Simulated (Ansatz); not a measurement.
## ZrC: the change of pressure with volume scale

Periodic Kohn-Sham DFT of a crystal at fixed atoms, scaled to volume_scale times the given cell; pressure positive in compression, energy less spherical unpolarised free atoms, largest_vzz the field gradient of largest size among the nuclei. The results are calculated, by Ansatz 0.2.0.

The cell before it is scaled or strained (space group F-43m, No. 216):
```
CELL_PARAMETERS angstrom
0.00000 2.54520 2.54520
2.54520 0.00000 2.54520
2.54520 2.54520 0.00000
ATOMIC_POSITIONS crystal
Zr 0.00000 0.00000 0.00000
C 0.25000 0.25000 0.25000
```

Settings of every row: method frozen-core PAW; functional PBE; relativity scalar; k mesh 11x11x11; filling fermi-dirac; smearing width 0.03 eV; wave cutoff 420 eV; paw set soft_2.

Atom start moment: 0 on all atoms.

Limits: the cell comes from a prototype or a list of computed structures and needn't be the stable phase.

```
row  volume scale  V (Å³/atom)  pressure (GPa)
  1        0.9405       15.507          10.018
  2          0.97       15.993           4.704
  3             1       16.488               ?
  4          1.03       16.983          -4.088
  5          1.06       17.477          -7.642
```

Question: what pressure should row 3 give?

Worked fit of pressure. Take u = (V_r/V)^(2/3) − 1 with V_r = 16.488 Å³ an atom, which is twice the finite (Eulerian) strain; such expansions in the strain, on which the Birch-Murnaghan equation of state is built, carry the rest volume and the bulk modulus. The shown rows have u = 0.04174, 0.02053, -0.01953, -0.03809. Least squares give pressure = −0.0002 + 219.329 × u + 493.7 × u² GPa; a straight line predicts inner rows, each left out in turn, worse (root mean square 0.45 against 0.018 GPa). The rows lie off it by 0.003, -0.007, 0.007, -0.004 (root mean square 0.0055 GPa). The pressure vanishes at u = 0.0000, or V = 16.49 Å³ an atom, and there the bulk modulus at fixed shape and fractions is B = −V dP/dV = (2/3)(1 + u) dP/du = 146 GPa. The withheld row has u = 0, so the fit gives −0.0002 + 219.329 × (0) + 493.7 × (0)² = 0.000 GPa.

The calculation gave 0.001 GPa. The fit lies 0.001 GPa (100 % of the value, 0.0057 % of the column's range) below it, one unit of the last digit.
